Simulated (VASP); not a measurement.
# C in VASP: notebook

Runs on C. Level: LDA. Tasks: single point.

Everything below comes from runs of VASP 6.6.1. Logs are shortened: lines on timing, memory, paths and dates and some standing lists are left out, and cuts for length are marked.

## Step 1: The slab as given

The cell holds a slab with vacuum, 8 atoms: a = 2.456 Å, b = 2.456 Å, c = 22.805 Å, α = 90.00°, β = 90.00°, γ = 120.00°.

The slab is cut from a database's or a generator's crystal, which needn't be the stable form of the element.

## Step 2: Single point, LDA

INCAR reads:

```
PREC = Accurate
ENCUT = 400
EDIFF = 1E-7
ISMEAR = 1
SIGMA = 0.1
LREAL = F
LASPH = T
NELM = 120
ALGO = Normal
ISIF = 2
LWAVE = F
LCHARG = F
LDIPOL = T
IDIPOL = 3
DIPOL = 0.5 0.5 0.500
GGA = CA
NBANDS = 32
LVHAR = T
LVACPOTAV = T
```

KPOINTS reads:

```
Automatic mesh
0
Gamma
  10 10 1
```

POSCAR reads:

```
C
1.0
    2.4560959400      0.0000000000      0.0000000000
   -1.2280479700      2.1270618200      0.0000000000
    0.0000000000      0.0000000000     22.8049153298
C
8
Direct
    0.5833794600      0.1667589200      0.2631011742
    0.9166205400      0.8332410800      0.2631011742
    0.0833794600      0.1667589200      0.4223496308
    0.4166205400      0.8332410800      0.4223496308
    0.5833794600      0.1667589200      0.5776503692
    0.9166205400      0.8332410800      0.5776503692
    0.0833794600      0.1667589200      0.7368988258
    0.4166205400      0.8332410800      0.7368988258
```

Potentials or basis: VASP PAW LDA potentials, release 64 (C).

Launch:

```sh
> cat potpaw_LDA.64/C/POTCAR > POTCAR
> mpirun -np 1 vasp_std > vasp.out
```

OUTCAR:

```text
PREC = Accurate
   ENCUT = 400
   EDIFF = 1E-7
   ISMEAR = 1
   LREAL = F
   LASPH = T
   NELM = 120
   ISIF = 2
   GGA = CA

 Found     31 irreducible k-points:

 Following reciprocal coordinates:
            Coordinates               Weight
  0.000000  0.000000  0.000000      1.000000
  0.100000  0.000000  0.000000      4.000000
  0.000000  0.100000  0.000000      2.000000
  0.200000  0.000000  0.000000      4.000000
  0.000000  0.200000  0.000000      2.000000
  0.300000  0.000000  0.000000      4.000000
   k-points           NKPTS =     31   k-points in BZ     NKDIM =     31   number of bands    NBANDS=     32
   number of dos      NEDOS =    301   number of ions     NIONS =      8
   total plane-waves  NPLWV =  38400
   dimension x,y,z NGX =    16 NGY =   16 NGZ =  150
   dimension x,y,z NGXF=    32 NGYF=   32 NGZF=  300
   ions per type =               8
   NGX,Y,Z   is equivalent  to a cutoff of  10.83, 10.83, 10.93 a.u.
   NGXF,Y,Z  is equivalent  to a cutoff of  21.66, 21.66, 21.87 a.u.
 SYSTEM =  unknown system
   PREC   = accura    normal or accurate (medium, high low for compatibility)
   ISTART =      0    job   : 0-new  1-cont  2-samecut
   ICHARG =      2    charge: 1-file 2-atom 10-const
   ISPIN  =      1    spin polarized calculation?
   LNONCOLLINEAR =      F non collinear calculations
   LSORBIT =      F    spin-orbit coupling
   LASPH  =      T    aspherical Exc in radial PAW
   ENCUT  =  400.0 eV  29.40 Ry    5.42 a.u.   4.01  4.01 37.19*2*pi/ulx,y,z
   NELM   =    120;   NELMIN=  2; NELMDL= -5     # of ELM steps
   EDIFF  = 0.1E-06   stopping-criterion for ELM
   LREAL  =      F    real-space projection
   EDIFFG = 0.1E-05   stopping-criterion for IOM
   NSW    =      0    number of steps for IOM
   IBRION =     -1    ionic relax: 0-MD 1-quasi-New 2-CG
   NFREE  =      0    steps in history (QN), initial steepest desc. (CG)
   ISIF   =      2    stress and relaxation
   ISYM   =      2    0-nonsym 1-usesym 2-fastsym
   POTIM  = 0.5000    time-step for ionic-motion
   TEBEG  =    0.0;   TEEND  =   0.0 temperature during run
   PSTRESS=    0.0 pullay stress
   NELECT =      32.0000    total number of electrons
   NUPDOWN=      -1.0000    fix difference up-down
   EMIN   =  10.00;   EMAX   =-10.00  energy-range for DOS
   EFERMI =   0.00;   METHOD = LEGACY
   ISMEAR =     1;   SIGMA  =   0.10  broadening in eV -4-tet -1-fermi 0-gaus
   EFERMI_NEDOS =   21; number of points for ismear=-14 and -15
   IALGO  =     38    algorithm
   IMIX   =      4    mixing-type and parameters
     AMIX     =   0.40;   BMIX     =  1.00
     AMIX_MAG =   1.60;   BMIX_MAG =  1.00
  volume/ion in A,a.u.               =      14.89       100.50
  Fermi-wavevector in a.u.,A,eV,Ry     =   1.056267  1.996054 15.180007  1.115699
  Thomas-Fermi vector in A             =   2.191496
   LORBIT       =      0    0 simple, 1 ext, 2 COOP (PROOUT), +10 PAW based schemes
   GGA     = CA    functional components
   LHFCALC =     F    Hartree Fock is set to
   AEXX    =    0.0000 exact exchange contribution
   IVDW    =     0    specifies the selected vdW correction
   LEPSILON=     F    determine dielectric tensor
   LRPA    =     F    only Hartree local field effects (RPA)
 non-spin polarized calculation
 Methfessel and Paxton  Order N= 1 SIGMA  =   0.10
  energy-cutoff  :      400.00
  volume of cell :      119.14
 maximum number of plane-waves:      2192
   NGX =  9   NGY =  9   NGZ = 75

 dipolmoment           0.000000      0.000000     -0.000000 electrons x Angstroem

 number of electron      32.0000005 magnetization

 dipolmoment           0.000000      0.000000      0.000000 electrons x Angstroem

 Free energy of the ion-electron system (eV)
  ---------------------------------------------------
  ext. energy  EPLUGINS =         0.00000000
  ---------------------------------------------------
  free energy    TOTEN  =       -80.90837671 eV

  energy without entropy =      -80.90874040  energy(sigma->0) =      -80.90849794

 E-fermi :   0.2405     XC(G=0):  -6.8183

 val. band max:        0.1627405396   @ k =   0.3000   0.3000   0.0000
 cond. band min:       1.5424671276   @ k =   0.4000   0.3000   0.0000
 fundamental gap:      1.3797265880
 Fermi energy:         0.2404842552

 k-point     1 :       0.0000    0.0000    0.0000
  band No.  band energies     occupation
      1     -18.5921      2.00000
      2     -18.5403      2.00000
      3     -18.4929      2.00000
      4     -18.4404      2.00000
      5      -7.4173      2.00000
      6      -7.0535      2.00000
      7      -6.6619      2.00000
      8      -6.2482      2.00000
      9      -2.1587      2.00000
     10      -2.1578      2.00000
     11      -2.1565      2.00000
     12      -2.1532      2.00000
     13      -2.1508      2.00000
     14      -2.1472      2.00000
     15      -2.1429      2.00000
     16      -2.1368      2.00000
     17       4.1924      0.00000
     18       4.5589      0.00000
     19       5.1478      0.00000
     20       6.4612      0.00000
     21       6.5851      0.00000
     22       8.5214      0.00000
     23       8.9513      0.00000
     24       9.2297      0.00000
     25       9.2394      0.00000
     26       9.2485      0.00000
     27       9.2490      0.00000
     28       9.2538      0.00000

 k-point     2 :       0.1000    0.0000    0.0000
  band No.  band energies     occupation
      1     -18.3545      2.00000
      2     -18.3036      2.00000
      3     -18.2570      2.00000
      4     -18.2052      2.00000
      5      -7.1265      2.00000
      6      -6.7659      2.00000
      7      -6.3784      2.00000
      8      -5.9693      2.00000
      9      -3.0556      2.00000
     10      -3.0494      2.00000
     11      -3.0445      2.00000
     12      -3.0388      2.00000
     13      -2.6310      2.00000
     14      -2.6309      2.00000
     15      -2.6309      2.00000
     16      -2.6302      2.00000
     17       4.5022      0.00000
     18       4.8731      0.00000
     19       5.4581      0.00000
     20       6.7552      0.00000
     21       6.8995      0.00000
     22       8.7798      0.00000
     23       9.2059      0.00000
     24       9.3350      0.00000
     25       9.3357      0.00000
     26       9.3440      0.00000
     27       9.3632      0.00000
     28      10.2451      0.00000

 k-point     3 :       0.0000    0.1000    0.0000
  band No.  band energies     occupation
      1     -18.3546      2.00000
      2     -18.3036      2.00000
      3     -18.2570      2.00000
      4     -18.2052      2.00000
      5      -7.1265      2.00000
      6      -6.7659      2.00000
      7      -6.3783      2.00000
      8      -5.9693      2.00000
      9      -3.0614      2.00000
     10      -3.0564      2.00000
     11      -3.0527      2.00000
     12      -3.0482      2.00000
     13      -2.6307      2.00000
     14      -2.6253      2.00000
     15      -2.6206      2.00000
     16      -2.6147      2.00000
     17       4.5022      0.00000
     18       4.8731      0.00000
     19       5.4582      0.00000
     20       6.7556      0.00000
     21       6.8997      0.00000
     22       8.7805      0.00000
     23       9.2116      0.00000
     24       9.3408      0.00000
     25       9.3454      0.00000
     26       9.3463      0.00000
     27       9.3717      0.00000
     28      10.2217      0.00000

 k-point     4 :       0.2000    0.0000    0.0000
  band No.  band energies     occupation
      1     -17.6455      2.00000
      2     -17.5970      2.00000
      3     -17.5527      2.00000
      4     -17.5035      2.00000
      5      -6.2647      2.00000
      6      -5.9151      2.00000
      7      -5.5411      2.00000
      8      -5.2185      2.00000
      9      -5.2061      2.00000
     10      -5.1953      2.00000
     11      -5.1820      2.00000
     12      -5.1462      2.00000
     13      -3.6559      2.00000
     14      -3.6559      2.00000
     15      -3.6554      2.00000
     16      -3.6549      2.00000
     17       5.4302      0.00000
     18       5.8126      0.00000
     19       6.3848      0.00000
     20       7.6168      0.00000
     21       7.8321      0.00000
     22       9.1620      0.00000
     23       9.1734      0.00000
     24       9.2378      0.00000
     25       9.2427      0.00000
     26       9.3668      0.00000
     27       9.4565      0.00000
     28       9.4725      0.00000

 k-point     5 :       0.0000    0.2000    0.0000
  band No.  band energies     occupation
      1     -17.6457      2.00000
      2     -17.5971      2.00000
      3     -17.5528      2.00000
      4     -17.5035      2.00000
      5      -6.2659      2.00000
      6      -5.9158      2.00000
      7      -5.5405      2.00000
      8      -5.2219      2.00000
      9      -5.2117      2.00000
     10      -5.2010      2.00000
     11      -5.1892      2.00000
     12      -5.1433      2.00000
     13      -3.6581      2.00000
     14      -3.6522      2.00000
     15      -3.6467      2.00000
     16      -3.6399      2.00000
     17       5.4304      0.00000
     18       5.8135      0.00000
     19       6.3865      0.00000
     20       7.6189      0.00000
     21       7.8346      0.00000
     22       9.1437      0.00000
     23       9.1596      0.00000
     24       9.2189      0.00000
     25       9.2359      0.00000
     26       9.2686      0.00000
     27       9.4968      0.00000
     28       9.5715      0.00000

 k-point     6 :       0.3000    0.0000    0.0000
  band No.  band energies     occupation
      1     -16.4776      2.00000
      2     -16.4331      2.00000
      3     -16.3926      2.00000
      4     -16.3474      2.00000
      5      -7.8259      2.00000
      6      -7.8066      2.00000
      7      -7.7895      2.00000
      8      -7.7700      2.00000
      9      -4.8691      2.00000
     10      -4.6533      2.00000
     11      -4.6532      2.00000
     12      -4.6527      2.00000
     13      -4.6525      2.00000
     14      -4.5423      2.00000
     15      -4.1963      2.00000
     16      -3.8330      2.00000
     17       6.5054      0.00000
     18       6.6384      0.00000
     19       6.8010      0.00000
     20       6.9525      0.00000
     21       6.9871      0.00000
     22       7.4006      0.00000
     23       7.9737      0.00000
     24       8.8038      0.00000
     25       8.8334      0.00000
     26       8.8585      0.00000
     27       8.9109      0.00000
     28       9.2415      0.00000

 [... further k-points ...]

 [bands above 28 left out]

------------------------ aborting loop because EDIFF is reached ----------------------------------------

  FORCE on cell =-STRESS in cart. coord.  units (eV):
  Direction    XX          YY          ZZ          XY          YZ          ZX
  --------------------------------------------------------------------------------------
  -------------------------------------------------------------------------------------
  Total       -2.7597267     -2.8414103     -1.4182083      0.0000000      0.0000000      0.0000000
  in kB      -37.1127179    -38.2111955    -19.0720209      0.0000000      0.0000000      0.0000000
  external PRESSURE =     -31.4653115 kB  Pullay stress =       0.0000000 kB

 VOLUME and BASIS-vectors are now :
 -----------------------------------------------------------------------------
  energy-cutoff  :      400.00
  volume of cell :      119.14
      direct lattice vectors                 reciprocal lattice vectors
     2.456095940  0.000000000  0.000000000     0.407150219  0.235066041  0.000000000
    -1.228047970  2.127061820  0.000000000     0.000000000  0.470132081  0.000000000
     0.000000000  0.000000000 22.804915330     0.000000000  0.000000000  0.043850196

 POSITION                                       TOTAL-FORCE (eV/Angst)
 -----------------------------------------------------------------------------------
      1.22805      0.35471      6.00000         0.000000     -0.019241      0.017734
      1.22805      1.77236      6.00000        -0.000000      0.019241      0.017734
      0.00000      0.35471      9.63165         0.000000     -0.015004     -0.003474
     -0.00000      1.77236      9.63165        -0.000000      0.015004     -0.003474
      1.22805      0.35471     13.17327         0.000000     -0.015004      0.003474
      1.22805      1.77236     13.17327        -0.000000      0.015004      0.003474
      0.00000      0.35471     16.80492         0.000000     -0.019241     -0.017734
     -0.00000      1.77236     16.80492        -0.000000      0.019241     -0.017734
 -----------------------------------------------------------------------------------
    total drift:                               -0.000000      0.000000      0.000000

  FREE ENERGIE OF THE ION-ELECTRON SYSTEM (eV)
  ---------------------------------------------------
  free  energy   TOTEN  =       -80.9083767094 eV

  energy  without entropy=      -80.9087404036  energy(sigma->0) =      -80.90849794

 vacuum level on the upper side and lower side of the slab         5.406         5.406
```

Run time: 70 s. Hardware: 1 thread of Intel Xeon Platinum 8488C (Sapphire Rapids), shared host; peak memory 0.18 GiB.

The run converged, but some of its settings lie outside the range that counts as converged, so its numbers aren't taken as properties of the slab.

Results:

```
Free energy                            : -80.9084 eV
Largest force                          : 0.026 eV/Å
Band gap on the k mesh                 : 1.38 eV, indirect (least direct gap 1.44 eV)
Ionisation potential of the upper face : 5.24 eV
```

Caveat: the cutoff is under 1.25 times the usual one of these potentials, so pressure, stress and relaxed cells hold a basis-set (Pulay) error.

## Step 3: Single point, LDA

This run uses another cell than the first one, of 13.59 Å³/atom, 0.912 times its volume.

Changes to INCAR since step 2:

```diff
@@ -12,5 +12,2 @@
 LCHARG = F
-LDIPOL = T
-IDIPOL = 3
-DIPOL = 0.5 0.5 0.500
 GGA = CA
@@ -19 +16,2 @@
 LVACPOTAV = T
+IDIPOL = 3
```

KPOINTS reads:

```
Automatic mesh
0
Gamma
  12 12 1
```

POSCAR reads:

```
C
1.0
    2.4560959400      0.0000000000      0.0000000000
   -1.2280479700      2.1270618200      0.0000000000
    0.0000000000      0.0000000000     20.8049153298
C
8
Direct
    0.5833794600      0.1667589200      0.2403278226
    0.9166205400      0.8332410800      0.2403278226
    0.0833794600      0.1667589200      0.4148850131
    0.4166205400      0.8332410800      0.4148850131
    0.5833794600      0.1667589200      0.5851149869
    0.9166205400      0.8332410800      0.5851149869
    0.0833794600      0.1667589200      0.7596721774
    0.4166205400      0.8332410800      0.7596721774
```

Potentials or basis: VASP PAW LDA potentials, release 64 (C).

Launch:

```sh
> cat potpaw_LDA.64/C/POTCAR > POTCAR
> mpirun -np 1 vasp_std > vasp.out
```

Run time: 69 s. Hardware: 1 thread of Intel Xeon Platinum 8488C (Sapphire Rapids), shared host; peak memory 0.18 GiB.

The run converged, but some of its settings lie outside the range that counts as converged, so its numbers aren't taken as properties of the slab.

Results:

```yaml
Free_energy: -80.8764 eV
Largest_force: 0.034 eV/Å
Band_gap_on_the_k_mesh: 0.08 eV, direct
```

Caveat: the cutoff is under 1.25 times the usual one of these potentials, so pressure, stress and relaxed cells hold a basis-set (Pulay) error.

## Step 4: Single point, LDA

INCAR reads:

```
PREC = Accurate
ENCUT = 400
EDIFF = 1E-7
ISMEAR = 1
SIGMA = 0.2
LREAL = F
LASPH = T
NELM = 120
ALGO = Normal
ISIF = 2
LWAVE = F
LCHARG = F
LDIPOL = T
IDIPOL = 3
DIPOL = 0.5 0.5 0.500
GGA = CA
NBANDS = 32
LVHAR = T
LVACPOTAV = T
```

KPOINTS is that of step 3.

POSCAR reads:

```
C
1.0
    2.4560959400      0.0000000000      0.0000000000
   -1.2280479700      2.1270618200      0.0000000000
    0.0000000000      0.0000000000     22.8049153298
C
8
Direct
    0.5833794600      0.1667589200      0.2631011742
    0.9166205400      0.8332410800      0.2631011742
    0.0833794600      0.1667589200      0.4223496308
    0.4166205400      0.8332410800      0.4223496308
    0.5833794600      0.1667589200      0.5776503692
    0.9166205400      0.8332410800      0.5776503692
    0.0833794600      0.1667589200      0.7368988258
    0.4166205400      0.8332410800      0.7368988258
```

Launch:

```sh
> cat potpaw_LDA.64/C/POTCAR > POTCAR
> mpirun -np 1 vasp_std > vasp.out
```

Wall time 2.1 min (1 thread of Intel Xeon Platinum 8488C (Sapphire Rapids), shared host); peak memory 0.19 GiB.

These settings aren't checked as converged: the numbers below hold their error.

What came out:

* Free energy: -80.8787 eV
* Largest force: 0.031 eV/Å
* Band gap on the k mesh: 0.08 eV, direct
* Ionisation potential of the upper face: 4.57 eV

Caveat: the cutoff is under 1.25 times the usual one of these potentials, so pressure, stress and relaxed cells hold a basis-set (Pulay) error.

(Continued in part 2 of 2.)
